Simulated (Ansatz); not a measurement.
Set up this calculation in Ansatz 0.2.0, as the native input.

```yaml
Task: single point
Functional: PBE
Potentials_or_basis: Ansatz PAW
Cutoff: "420 eV (not typed: the program's choice for these potentials)"
k_mesh: 11 × 12 × 12
Occupations: gaussian, width 0.027 eV
Spin: collinear spin, ferromagnetic start
Starting_moments: "[2.0] μB"
```

Crystal: V.

```xyz
1
Lattice="-0.0756 2.0481 1.8549 1.9021 0.0263 1.7529 1.8824 1.9264 0.0461" Properties=species:S:1:pos:R:3 pbc="T T T"
V     0.0000    0.0000    0.0000
```

This isn't the form of V at room conditions, which is bcc.

The cell isn't the ideal one: cell sheared at random, sigma 0.06, atoms nudged by 0.01 Å.

One way to write it, as run:

input.yaml

```yaml
crystal:
  lattice:
    - [-0.07564863, 2.04812515, 1.85486184]
    - [1.90212924, 0.02633807, 1.75287514]
    - [1.8823854, 1.92639461, 0.04608192]
  atoms:
    - { symbol: V, position: [0.0, 0.0, 0.0], spin: 2.0 }
hamiltonian:
  xc: pbe
  pseudopotentials: { kind: paw }
magnetization:
  spin_polarized: true
kpoints:
  mp_grid: { grid: [11, 12, 12] }
scf:
  occupations: { method: gaussian, width: 0.027 }
output:
  forces: true
  stress: true
  eigenvalues: true
```

Potentials or basis: Ansatz PAW.

Run with:

```console
$ ansatz run input.yaml --threads 2 --pin off --max-ram 5632MiB --backend cpu --events-out ev --progress --plain --runs-dir out
```

It gave:

* Pressure: 3.3 GPa
* Band gap on the k mesh: none (metal or under the smearing width)
* Net moment: 0.00 μB per cell
* Absolute moment: 0.00 μB per cell

Caveat: the starting moments weren't kept.

It took 25 s on 2 threads of Intel(R) Xeon(R) Processor @ 2.70GHz, with other jobs on the host, peak memory 0.56 GiB.
